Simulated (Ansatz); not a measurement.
# Eu in Ansatz: the effect of fixed moment

Eu:

```xyz
1
Lattice="-2.3030 2.3030 2.3030 2.3030 -2.3030 2.3030 2.3030 2.3030 -2.3030" Properties=species:S:1:pos:R:3 pbc="T T T"
Eu    0.0000    0.0000    0.0000
```

Alike in all runs:

| Property | Result |
| --- | --- |
| Program | Ansatz 0.2.0 |
| Task | single point |
| Functional | PBEsol |
| Potentials or basis | Ansatz PAW |
| Cutoff | 420 eV (not typed: the program's choice for these potentials) |
| k mesh | 7 × 7 × 7 |
| Occupations | fermi-dirac, width 0.05 eV |

```csv
fixed moment,spin,starting moments,energy over the lowest run (meV/atom),pressure (GPa)
0,"collinear spin, program default start",-,7479.2,-5.9
1.8,"collinear spin, ferromagnetic start",[1.8] μB,4902.2,-4.4
3.5,"collinear spin, ferromagnetic start",[3.5] μB,2866.2,-4.5
5.2,"collinear spin, ferromagnetic start",[5.2] μB,890.6,-1.6
7,"collinear spin, ferromagnetic start",[7.0] μB,0.0,-2.7
8.8,"collinear spin, ferromagnetic start",[8.8] μB,345.4,-2.8
10.5,"collinear spin, ferromagnetic start",[10.5] μB,?,?
14,"collinear spin, ferromagnetic start",[14.0] μB,48039.0,-5.7
```

**Question.** What does the run with fixed moment 10.5 give?

**Answer.** Energy over the lowest run 14128.0 meV/atom; pressure -6.7 GPa.

Worked out: A parabola through the other rows of the energy over the lowest run, of slope 6500 meV/atom per unit of fixed moment there, gives 16246.0 meV/atom, against the run's 14128.0. The pressure follows no smooth curve through the other rows.

Caveats: the total moment is fixed, so each spin has its own Fermi level; the PAW data sets come from PBE, with cores solved anew for the run's functional, which leaves a small shift of forces and pressure; the thresholds are loose for stress.
